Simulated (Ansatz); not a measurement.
A 2-atom cell of NaH started from a crystallographic database with hydrogen sites as listed, relaxed with r2SCAN, was run in the plane-wave code Ansatz under altered settings. All numbers are computed, without spin polarisation but where a row says otherwise.

```
Na H
1.0
     0.00000    2.39751    2.39751
     2.39751    0.00000    2.39751
     2.39751    2.39751    0.00000
Na H
1 1
Direct
  0.00000 0.00000 0.00000
  0.50000 0.50000 0.50000
```

The base run's other keys:
```yaml
kpoints:
  mp_grid: { grid: [4, 4, 4] }
hamiltonian:
  xc: hse06
scf:
  occupations: { method: fixed }
  n_extra_bands: 4
```

It takes 10 iterations with 537 plane waves at 420 eV and 8 k points, and leaves a mean stress of +0.15 GPa. The gap over this mesh is 4.849 eV. It ran on 4 threads of Arm Neoverse N1, on a shared host.

Outcomes, with energy and stress as changes against the base:

| setting | outcome | ΔF (meV/atom) | Δ mean stress (GPa) | gap on the mesh (eV) | iterations | wall time |
| --- | --- | --- | --- | --- | --- | --- |
| PBE hybrid, exx coeff 0.1, omega 0.1 1/Å | converged | – | +0.2 | 4.347 | 9 | 2.9 s |
| PBE hybrid, exx coeff 0.15, omega 0.3 1/Å | converged | – | +0.2 | 4.294 | 9 | 2.9 s |
| PBE hybrid, exx coeff 0.75, omega 0.3 1/Å | converged | – | -0.7 | 6.391 | 15 | 3.5 s |
| PBE hybrid, exx coeff 0.35, unscreened | converged | – | -0.1 | 6.298 | 12 | 2.9 s |
| kpoints.mp_grid.shift: [0.5, 0.5, 0.5] | converged, warned | -0.1 | 0.0 | 5.474 | 10 | 3.7 s |

A dash marks a value that wasn't obtained or can't be compared. Stress is positive in compression. Its mean hides that meshes of lower symmetry stress the axes unequally. The base took 3 s.

- PBE hybrid, exx coeff 0.15, omega 0.3 1/Å. That is 15 % exact exchange, screened with ω = 0.3 1/Å, against HSE06's 25 % screened at 0.208 1/Å. The mean stress moves by +0.2 GPa and the gap on the mesh by -0.555 eV (to 4.294). Totals of different functionals aren't comparable.
- PBE hybrid, exx coeff 0.75, omega 0.3 1/Å. That is 75 % exact exchange, screened with ω = 0.3 1/Å, against HSE06's 25 % screened at 0.208 1/Å. The mean stress moves by -0.7 GPa and the gap on the mesh by +1.542 eV (to 6.391). Totals of different functionals aren't comparable.
- PBE hybrid, exx coeff 0.35, unscreened. That is 35 % exact exchange, at all ranges, against HSE06's 25 % screened at 0.208 1/Å. The mean stress moves by -0.1 GPa and the gap on the mesh by +1.449 eV (to 6.298). Totals of different functionals aren't comparable.
- kpoints.mp_grid.shift: [0.5, 0.5, 0.5]. The free energy moves by -0.1 meV an atom, the mean stress by 0.0 GPa and the gap on the mesh by +0.624 eV (to 5.474). The mesh breaks the crystal's symmetry, so the stress, and any force that symmetry no longer fixes, lose it too. The gap changes mostly because other points are sampled; a mesh that misses a band edge overestimates it. Warned: symmetry narrowed by mesh.

The program warns that its thresholds are loose for a hybrid's stress.

The meshes of the hybrids are coarse, so their gaps aren't converged to the digits shown.
